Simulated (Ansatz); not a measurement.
# Convergence notes, G0W0 on CaSe (CsCl type)

CaSe, CsCl type, relaxed with r2SCAN; one-shot G0W0 in Ansatz without spin-orbit coupling. Simulation only: spin-unpolarised, and no claim that this is the phase found in nature.

Space group Pm-3m (No. 221). a = 3.635 Å, b = 3.635 Å, c = 3.635 Å, α = 90.00°, β = 90.00°, γ = 90.00°
```tsv
atom	site	symmetry	x	y	z
Ca	1a	m-3m	0.0000	0.0000	0.0000
Se	1b	m-3m	0.5000	0.5000	0.5000
```

Gaps are read over the mesh points alone. G0W0 here is at a finite number of bands, screening cutoff and k mesh, not at the basis limit.

| start | potentials | frequency model | mesh | empty bands | screening cutoff (eV) | Kohn-Sham gap (eV) | G0W0 gap (eV) |
| --- | --- | --- | --- | --- | --- | --- | --- |
| PBE | PAW | contour deformation | 4×4×4 | 109 | 100 | 0.74 | 1.83 |
| PBE | PAW | contour deformation | 4×4×4 | 263 | 180 | 0.74 | 2.00 |
| PBE | PAW | contour deformation | 4×4×4 | 510 | 260 | 0.74 | 2.05 |
| HSE06 | PAW | contour deformation | 4×4×4 | 263 | 180 | 1.53 | 2.26 |
| r2SCAN | PAW | contour deformation | 4×4×4 | 263 | 180 | 1.21 | 2.17 |
| PBE0 | PAW | contour deformation | 4×4×4 | 263 | 180 | 2.21 | 2.47 |
| PBE | PAW | Godby-Needs pole | 4×4×4 | 263 | 180 | 0.74 | 1.95 |
| PBE | PAW | contour deformation | 8×8×8 | 78 | 80 | 0.77 | 1.83 |
| PBE | norm-conserving | contour deformation | 4×4×4 | 263 | 180 | 0.74 | 1.92 |

The quasiparticle gap on this mesh is 2.05 eV (direct at M), against 0.74 eV from PBE: +1.31 eV. Renormalisation factors Z lie between 0.73 and 0.78.

Raising bands and cutoff together moves the gap by +0.17 eV (100 to 180 eV), then +0.05 eV (180 to 260 eV); the last step is still large, so the basis limit isn't reached. Starting from HSE06 (1.53 eV against PBE's 0.74 eV) gives 2.26 eV, +0.26 eV from G0W0@PBE at the same screening cutoff. Starting from r2SCAN (1.21 eV against PBE's 0.74 eV) gives 2.17 eV, +0.17 eV from G0W0@PBE at the same screening cutoff. Starting from PBE0 (2.21 eV against PBE's 0.74 eV) gives 2.47 eV, +0.47 eV from G0W0@PBE at the same screening cutoff. The Godby-Needs plasmon pole differs from contour deformation by -0.05 eV. Norm-conserving potentials (wave cutoff 1170 eV against 420 eV) shift the quasiparticle gap by -0.08 eV and the PBE gap by 0.00 eV. r2SCAN runs take a wave cutoff of 500 eV.

The program warns that the k mesh is coarse for exact exchange in some of these runs, so their gaps aren't converged.
